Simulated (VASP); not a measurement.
# SiC (Moissanite 3C) (F-43m) in VASP: further runs, part 4 of 4

VASP 6.6.1. Earlier steps stand in the parts before.

### Step 7. The runs side by side

| level | potentials or basis | k mesh | cutoff (eV) | smearing | ladder | grid for exact exchange (PRECFOCK) | exchange at q = 0 | mesh quality | gap on the mesh (eV) | pressure (GPa) |
| --- | --- | --- | --- | --- | --- | --- | --- | --- | --- | --- |
| PBE0 | VASP PAW PBE potentials, release 64 (Si, C) | 8 × 8 × 8 | 520 | gaussian 0.02 eV | free | Fast | truncated | not flagged | 2.95 | -2.0 |
| PBEsol0 | VASP PAW PBE potentials, release 64 (Si, C) | 5 × 5 × 5 | 520 | fermi-dirac 0.05 eV | - | Fast | truncated | coarse | - | -3.9 |
| HSE03 | VASP PAW PBE potentials, release 64 (Si, C) | 5 × 5 × 5 | 520 | fermi-dirac 0.05 eV | - | Fast | - | coarse | - | -1.3 |
| PBE | VASP PAW PBE potentials, release 64 (Si, C_h) | 10 × 10 × 10 | 900 | fermi-dirac 0.05 eV | - | - | - | not flagged | 1.36 | - |
| PBE | VASP PAW PBE potentials, release 64 (Si, C_s) | 10 × 10 × 10 | 400 | fermi-dirac 0.05 eV | - | - | - | not flagged | 1.36 | - |

Alike in all rows: task band structure; no spin polarisation; cell as given.

Caveats: some runs use coarse meshes; the PAW data sets were made with another functional, which shifts forces and pressure a little (some runs); the cutoff is under 1.25 times the usual one of these potentials, so pressure, stress and relaxed cells hold a basis-set (Pulay) error (some runs).

Total energies depend on the potentials used, so only differences within one code and one set of settings carry meaning.

### Step 8. Comparison with measurements

Step 2. A measured gap of SiC is 2.4 eV (indirect; quoted in “Insight into the structural, elastic and electronic properties of a new orthorhombic 6O-SiC polytype”, 2020, pmc:7200658); the calculated 2.95 eV misses it by +0.55 eV. The value is that of PBE0, without temperature or zero-point motion.

Step 5. Measured gap of SiC: 2.4 eV (indirect; quoted in “Insight into the structural, elastic and electronic properties of a new orthorhombic 6O-SiC polytype”, 2020, pmc:7200658). This calculation gives 1.36 eV (-1.04 eV). The value is that of PBE, without temperature or zero-point motion. Semilocal functionals fall short of measured gaps as a rule.

Step 6. Measured gap of SiC: 2.4 eV (indirect; quoted in “Insight into the structural, elastic and electronic properties of a new orthorhombic 6O-SiC polytype”, 2020, pmc:7200658). This calculation gives 1.36 eV (-1.04 eV). The value is that of PBE, without temperature or zero-point motion. Semilocal functionals fall short of measured gaps as a rule.
